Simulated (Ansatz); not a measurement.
(100) slab cut from the bulk of TaN, Fm-3m (No. 225); the slab's formula is TaN:

```
CELL_PARAMETERS angstrom
3.10882 0.00000 0.00000
0.00000 3.10882 0.00000
0.00000 0.00000 25.99133
ATOMIC_POSITIONS crystal
Ta 0.00000 0.00000 0.28856
N 0.50000 0.50000 0.28856
Ta 0.50000 0.50000 0.37313
N 0.00000 0.00000 0.37313
Ta 0.00000 0.00000 0.45771
N 0.50000 0.50000 0.45771
Ta 0.50000 0.50000 0.54229
N 0.00000 0.00000 0.54229
Ta 0.00000 0.00000 0.62687
N 0.50000 0.50000 0.62687
Ta 0.50000 0.50000 0.71144
N 0.00000 0.00000 0.71144
```

Level of theory: DFT r2SCAN, scalar-relativistic, plane waves, PAW in Ansatz. Plane waves to 500 eV, a k mesh through Γ of 11×11×1 on the computed 12-atom cell and Gaussian smearing (0.10 eV); no spin polarisation. A dipole correction removes the field between periodic images along c.

Task: What forces act on the atoms?

Result:
```csv
atom,Fx (eV/Å),Fy (eV/Å),Fz (eV/Å)
Ta1,0.000,0.000,2.250
N2,0.000,0.000,-1.435
Ta3,0.000,0.000,-0.642
N4,0.000,0.000,-0.740
Ta5,0.000,0.000,0.643
N6,0.000,0.000,0.142
Ta7,0.000,0.000,-0.643
N8,0.000,0.000,-0.142
Ta9,0.000,0.000,0.642
N10,0.000,0.000,0.740
Ta11,0.000,0.000,-2.250
N12,0.000,0.000,1.435
```

Spin–orbit coupling is left out, which can shift energies with elements as heavy as these.

The reference crystal is the rock-salt form of TaN, which isn't its usual structure.

Cost: 1 run of about 0.46 core-minutes, on AMD EPYC 9R45 (Zen 5) (shared hosts).